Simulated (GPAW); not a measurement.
# NaCl (Fm-3m) in GPAW: single point with PBE

Aim: the single point of NaCl with PBE.

Everything below comes from runs of GPAW 26.7.0. Logs are shortened: lines on timing, memory, paths and dates and some standing lists are left out, and cuts for length are marked. The log counts tension as positive stress, the text compression.

### Step 1. Starting point

Symmetry: Fm-3m, No. 225, cubic system. Conventional cell: a = 5.588 Å, b = 5.588 Å, c = 5.588 Å, α = 90.00°, β = 90.00°, γ = 90.00°. Cl (site symmetry m-3m) is surrounded by 6 Na at 2.79 Å. Na (site symmetry m-3m) is surrounded by 6 Cl at 2.79 Å.

The cell is a database's computed one.

### Step 2. Single point, PBE

The input, run.py:

```python
from ase.io import read
from gpaw import PW
from gpaw.dft import DFT

atoms = read('POSCAR')

dft = DFT(atoms,
          mode=PW(800),
          xc='PBE',
          kpts={'size': (8, 8, 8), 'gamma': True},
          occupations={'name': 'fermi-dirac', 'width': 0.05},
          nbands=15,
          convergence={'density': 1e-05, 'energy': 1e-05},
          maxiter=150,
          txt='gpaw.txt')
print(f'Energy: {dft.calculate_energy():.6f} eV')
print('Forces (eV/A):')
print(dft.calculate_forces().round(4))
print('Stress (eV/A^3):', dft.calculate_stress().round(6))
dft.write_gpw_file('gs.gpw')
```

The input, POSCAR:

```
NaCl
1.0
    0.0000000000      2.7940632177      2.7940632177
    2.7940632177      0.0000000000      2.7940632177
    2.7940632177      2.7940632177      0.0000000000
Cl Na
1 1
Direct
    0.5000000000      0.5000000000      0.5000000000
    0.0000000000      0.0000000000      0.0000000000
```

Potentials or basis: GPAW PAW data sets (gpaw-data 1.2.1), pw.

Started as:

```
$ OMP_NUM_THREADS=1 python run.py
```

gpaw.txt:

```text
Diagonalizing LCAO Hamiltonian
Converting LCAO to pw mode

                Cl

       Na

Atoms  # Å, Bohr magnetons
|   | symbol |        x |        y |        z |    initial magnetic moments |
|---|--------|----------|----------|----------|-----------------------------|
| 0 |     Cl | 2.794063 | 2.794063 | 2.794063 | ( 0.0000,  0.0000,  0.0000) |
| 1 |     Na | 0.000000 | 0.000000 | 0.000000 | ( 0.0000,  0.0000,  0.0000) |

Unit cell  # Å
| periodic |        x |        y |        z |  lengths |    angles |
|----------|----------|----------|----------|----------|-----------|
|      yes | 0.000000 | 2.794063 | 2.794063 | 3.951402 | 60.000000 |
|      yes | 2.794063 | 0.000000 | 2.794063 | 3.951402 | 60.000000 |
|      yes | 2.794063 | 2.794063 | 0.000000 | 3.951402 | 60.000000 |

Number of symmetries: 48
Symmetry operations  # r_c * U_cc + t_c -> r_c
|    | kind |            matrix            |
|----|------|------------------------------|
|  0 |  σ   |  1, 0, 0,  1, 0,-1,  1,-1, 0 |
|  1 |  C2  |  1, 0, 0,  1,-1, 0,  1, 0,-1 |
|  2 |  E   |  1, 0, 0,  0, 1, 0,  0, 0, 1 |
|  3 |  σ   |  1, 0, 0,  0, 0, 1,  0, 1, 0 |
|  4 |  C4  |  1, 0,-1,  1, 0, 0,  1,-1, 0 |
|  5 |  S6  |  1, 0,-1,  1,-1, 0,  1, 0, 0 |
|  6 |  σ   |  1, 0,-1,  0, 1,-1,  0, 0,-1 |
|  7 |  C3  |  1, 0,-1,  0, 0,-1,  0, 1,-1 |
|  8 |  S6  |  1,-1, 0,  1, 0, 0,  1, 0,-1 |
|  9 |  C4  |  1,-1, 0,  1, 0,-1,  1, 0, 0 |
| 10 |  C3  |  1,-1, 0,  0,-1, 1,  0,-1, 0 |
| 11 |  σ   |  1,-1, 0,  0,-1, 0,  0,-1, 1 |
| 12 |  σ   |  0, 1, 0,  1, 0, 0,  0, 0, 1 |
| 13 |  C4  |  0, 1, 0,  0, 1,-1, -1, 1, 0 |
| 14 |  C3  |  0, 1, 0,  0, 0, 1,  1, 0, 0 |
| 15 |  S6  |  0, 1, 0, -1, 1, 0,  0, 1,-1 |
| 16 |  C2  |  0, 1,-1,  1, 0,-1,  0, 0,-1 |
| 17 |  σ   |  0, 1,-1,  0, 1, 0, -1, 1, 0 |
| 18 |  S4  |  0, 1,-1,  0, 0,-1,  1, 0,-1 |
| 19 |  C4  |  0, 1,-1, -1, 1, 0,  0, 1, 0 |
| 20 |  C3  |  0, 0, 1,  1, 0, 0,  0, 1, 0 |
| 21 |  σ   |  0, 0, 1,  0, 1, 0,  1, 0, 0 |
| 22 |  S6  |  0, 0, 1,  0,-1, 1, -1, 0, 1 |
| 23 |  C4  |  0, 0, 1, -1, 0, 1,  0,-1, 1 |
| 24 |  S4  |  0, 0,-1,  1, 0,-1,  0, 1,-1 |
| 25 |  C3  |  0, 0,-1,  0, 1,-1,  1, 0,-1 |
| 26 |  C2  |  0, 0,-1,  0,-1, 0, -1, 0, 0 |
| 27 |  S6  |  0, 0,-1, -1, 0, 0,  0,-1, 0 |
| 28 |  S4  |  0,-1, 1,  1,-1, 0,  0,-1, 0 |
| 29 |  C4  |  0,-1, 1,  0, 0, 1, -1, 0, 1 |
| 30 |  C2  |  0,-1, 1,  0,-1, 0,  1,-1, 0 |
| 31 |  σ   |  0,-1, 1, -1, 0, 1,  0, 0, 1 |
| 32 |  C3  |  0,-1, 0,  1,-1, 0,  0,-1, 1 |
| 33 |  S6  |  0,-1, 0,  0, 0,-1, -1, 0, 0 |
| 34 |  S4  |  0,-1, 0,  0,-1, 1,  1,-1, 0 |
| 35 |  C2  |  0,-1, 0, -1, 0, 0,  0, 0,-1 |
| 36 |  C2  | -1, 1, 0,  0, 1, 0,  0, 1,-1 |
| 37 |  S6  | -1, 1, 0,  0, 1,-1,  0, 1, 0 |
| 38 |  S4  | -1, 1, 0, -1, 0, 1, -1, 0, 0 |
| 39 |  C3  | -1, 1, 0, -1, 0, 0, -1, 0, 1 |
| 40 |  S6  | -1, 0, 1,  0, 0, 1,  0,-1, 1 |
| 41 |  C2  | -1, 0, 1,  0,-1, 1,  0, 0, 1 |
| 42 |  C3  | -1, 0, 1, -1, 1, 0, -1, 0, 0 |
| 43 |  S4  | -1, 0, 1, -1, 0, 0, -1, 1, 0 |
| 44 |  C2  | -1, 0, 0,  0, 0,-1,  0,-1, 0 |
| 45 |  i   | -1, 0, 0,  0,-1, 0,  0, 0,-1 |
| 46 |  σ   | -1, 0, 0, -1, 1, 0, -1, 0, 1 |
| 47 |  C2  | -1, 0, 0, -1, 0, 1, -1, 1, 0 |

BZ-sampling:
  Number of BZ points: 512
  Number of IBZ points: 29

  Monkhorst-Pack size: [8, 8, 8]
  Monkhorst-Pack shift: [0.0625, 0.0625, 0.0625]

K-points  # in reciprocal-cell coordinates
|     |                                coordinates |     weight |
|-----|--------------------------------------------|------------|
|   0 | (  0.00000000,   0.00000000,   0.00000000) | 0.00195312 |
|   1 | (  0.12500000,   0.12500000,   0.00000000) | 0.01171875 |
|   2 | (  0.12500000,   0.12500000,   0.12500000) | 0.01562500 |
|   3 | (  0.25000000,   0.12500000,   0.12500000) | 0.02343750 |
|   4 | (  0.25000000,   0.25000000,   0.00000000) | 0.01171875 |
|   5 | (  0.25000000,   0.25000000,   0.12500000) | 0.04687500 |
|   6 | (  0.25000000,   0.25000000,   0.25000000) | 0.01562500 |
|   7 | (  0.37500000,   0.25000000,  -0.37500000) | 0.04687500 |
|   8 | (  0.37500000,   0.25000000,   0.12500000) | 0.04687500 |
|   9 | (  0.37500000,   0.25000000,   0.25000000) | 0.04687500 |
| ... |                                            |            |
|  28 | (  0.50000000,   0.50000000,   0.50000000) | 0.00781250 |

Plane wave coefficients: 2272
Cutoff: 800.0 eV

Spin-components: 1 (collinear spins)
Bands:           15
Projectors:      10
Spin-degeneracy: 2
Datatype:        complex128

Density:
  Valence electrons: 14.0
  Components: 1
  Grid points: [27 27 27]
  Charge: 0.0  # |e|

Potential:
  Grid points: [27 27 27]

species:
  Cl:
    name:    Chlorine
    Z:       17.0
    valence: 7
    core:    10
    charge:  0.0  # [|e|]
    compensation charges:
      type: gauss
      rc: 0.25  # [Å]
      lmax: 2
    cutoffs:
      filter: 1.40  # [Å]
      core: 1.49  # [Å]
    projectors
    | kind |    occ | energy [eV] | rcut [Å] |
    |------|--------|-------------|----------|
    |   3s |  2.000 |     -20.689 |    0.794 |
    |   3p |  5.000 |      -8.594 |    0.794 |
    |    s |        |       6.523 |    0.794 |
    |    p |        |      18.617 |    0.794 |
    |    d |        |       0.000 |    0.794 |

    Using partial waves for Cl as LCAO basis

  Na:
    name:    Sodium
    Z:       11.0
    valence: 7
    core:    4
    charge:  0.0  # [|e|]
    compensation charges:
      type: gauss
      rc: 0.37  # [Å]
      lmax: 2
    cutoffs:
      filter: 2.17  # [Å]
      core: 2.59  # [Å]
    projectors
    | kind |    occ | energy [eV] | rcut [Å] |
    |------|--------|-------------|----------|
    |   3s |  1.000 |      -2.744 |    1.201 |
    |   2p |  6.000 |     -28.672 |    1.217 |
    |   3p |  0.000 |      -0.743 |    1.217 |
    |    s |        |      24.468 |    1.201 |
    |    d |        |       0.000 |    1.238 |

    Using partial waves for Na as LCAO basis

Reference energy: -16973.559893  # eV

eigensolver:
  PPCG
  Converge bands: occupied
  niter=2

density mixing:
  MSR1-Mixer
  Pratt-step length: 0.05
  Maximum mixing coefficient: 0.75
  Old densities: 10
  SVD Regularization: 0.005
  Good broyden scale: 1.0
  Trust region scale: 1.0
  Backstep threshold: 4.0
  History deletion threshold: 6.0
  Fourier metric: weight=20.0, sigma=0.015

occupation numbers:
  Fermi-Dirac:
    width: 0.0500  # eV

poisson solver:
  ecut: 6400.0  # eV

xc functional:
[... 9 lines left out ...]
|iter     | |      energy | eigst |  dens |
|---------|-|-------------|-------|-------|
|iter:   1| |   -6.825572 | -0.73 |       |
|iter:   2| |   -6.809810 | -2.99 | -1.33 |
|iter:   3| |   -6.758648 | -2.26 | -1.36 |
|iter:   4| |   -6.764295 | -3.94 | -1.85 |
|iter:   5| |   -6.765609 | -4.35 | -2.30 |
|iter:   6| |   -6.765634 | -5.87 | -3.32 |
|iter:   7| |   -6.765639c| -6.67 | -3.70 |
|iter:   8| |   -6.765639c| -8.16c| -4.92 |
|iter:   9| |   -6.765639c| -8.88c| -5.46c|
SCF steps: 9
Energy contributions relative to reference atoms: (reference = -16973.559893)

Energy contributions:
  Kinetic:           9.131982
  Coulomb:          -8.949387
  Zero:              0.038335
  External:          0.000000
  Xc:               -6.986569
  Entropy:          -0.000000
  Spinorbit:         0.000000
  ----------------------------
  Free energy:      -6.765639
  Extrapolated:     -6.765639

Forces  # eV/Ang
|        x |       y |       z |
|----------|---------|---------|
| -0.00000 | 0.00000 | 0.00000 |  # Cl   0
| -0.00000 | 0.00000 | 0.00000 |  # Na   1

Stress tensor  # eV/Ang^3
|         x |         y |         z |
|-----------|-----------|-----------|
| -0.009488 |  0.000000 |  0.000000 |
|  0.000000 | -0.009488 |  0.000000 |
|  0.000000 |  0.000000 | -0.009488 |

Writing to gs.gpw (mode='')

  __  _  _
 | _ |_)|_||  |
 |__||  | ||/\| - 26.7.0

Input parameters:
  mode=PW(ecut=800.0),
  convergence={'density': 1e-05, 'energy': 1e-05},
  kpts=MonkhorstPack(size=(8, 8, 8), gamma=True),
  maxiter=150,
  nbands=15,
  occupations=Occupations(name='fermi-dirac', width=0.05),
  xc=XC(name='PBE')
# Writing to gs.gpw (mode='')
```

Run time: 12 s. Hardware: 1 thread of Intel Xeon 6975P-C (Granite Rapids), shared host; peak memory 0.17 GiB.

What came out:

| Property | Result |
| --- | --- |
| Free energy | -6.7656 eV |
| Pressure | 1.5 GPa |
| Band gap on the k mesh | 5.22 eV, direct |

A hybrid or GW would open this gap; PBE tends to underestimate it.
